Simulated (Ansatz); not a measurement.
**SiO₂: gradients before and after relaxing the atoms**

Start: a COD entry (perhaps calculated rather than measured), taken as it stands.

```cif
data_SiO2
_symmetry_space_group_name_H-M 'P4_32_12'
_symmetry_Int_Tables_number 96
_cell_length_a 4.9329
_cell_length_b 4.9329
_cell_length_c 6.4645
_cell_angle_alpha 90.000
_cell_angle_beta 90.000
_cell_angle_gamma 90.000
loop_
_atom_site_label
_atom_site_type_symbol
_atom_site_symmetry_multiplicity
_atom_site_Wyckoff_symbol
_atom_site_fract_x
_atom_site_fract_y
_atom_site_fract_z
Si Si 4 a 0.8177 0.8177 0.5000
O O 8 b 0.2683 0.3646 0.8019
```

One atom of each set is listed.

The numbers come from a DFT calculation in Ansatz (PBE, plane waves and PAW, scalar-relativistic, 420 eV cutoff, Γ-centred 4×4×3 k-points, Fermi–Dirac smearing 0.02 eV).

The largest force at the start is 0.20 eV/Å. Relaxing the ions at fixed cell moves them by 0.014 Å at most (atom 9, O) and 0.012 Å rms.

```
site  moved (Å)          first shell before           first shell after  V_zz before (10²¹ V/m²)  η before
  Si      0.006               4 O at 1.62 Å               4 O at 1.63 Å                     0.69      0.24
   O      0.014  2 Si at 1.62 Å, angle 138°  2 Si at 1.63 Å, angle 137°                     9.07      0.29
```

(1) How do the gradients change?

## Answers

(1) 

| site | V_zz after | η after | change of V_zz |
| --- | --- | --- | --- |
| Si | 0.60 | 0.06 | -0.09 |
| O | 9.06 | 0.32 | -0.01 |

The largest change of V_zz is on Si, from 0.69 to 0.60. The whole tensor moves most on O, by 0.27 along its most changed direction. In per cent, |V_zz| changes by -12 on Si, 0 on O (all sites that start above 0.5). Where |V_zz| stays above 0.1, η moves most on Si, from 0.24 to 0.06.

The cell is 8 % smaller than that of α-cristobalite at ambient conditions, so the entry probably stands for a crystal under pressure.
Before: At this cell the principal stresses reach 6 GPa in size with PBE, which can matter for small gradients.
